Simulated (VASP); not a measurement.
A run of VASP 6.6.1:

INCAR

```
  PREC = Accurate
  ENCUT = 600
  EDIFF = 1E-6
  ISMEAR = -1
  SIGMA = 0.1
  LREAL = F
  LASPH = T
  NELM = 60
  ALGO = Normal
  ISIF = 3
  LWAVE = F
  LCHARG = F
  GGA = PS
  IBRION = 2
  NSW = 80
  EDIFFG = -0.002
  PSTRESS = 408.0
```

File KPOINTS:

```
regular mesh
0
Gamma
  16 16 16
```

Contents of POSCAR:

```
Bi
1.0
   -1.7590503306      1.7590503306      1.7590503306
    1.7590503306     -1.7590503306      1.7590503306
    1.7590503306      1.7590503306     -1.7590503306
Bi
1
Direct
    0.0000000000      0.0000000000      0.0000000000
```

Potentials or basis: VASP PAW PBE potentials, release 64 (Bi_d).

Launch:

```console
$ cat potpaw_PBE.64/Bi_d/POTCAR > POTCAR
$ mpirun -np 1 vasp_std > vasp.out
```

Hardware: 1 thread of Intel(R) Xeon(R) Platinum 8375C CPU @ 2.90GHz (Ice Lake), with other jobs on the host.

How long does it take, and how much memory?

Wall time 38 s on 1 thread of Intel(R) Xeon(R) Platinum 8375C CPU @ 2.90GHz (Ice Lake), with other jobs on the host, peak memory 0.16 GiB. Counts: scf iterations 15, k points 145, ion steps 2.
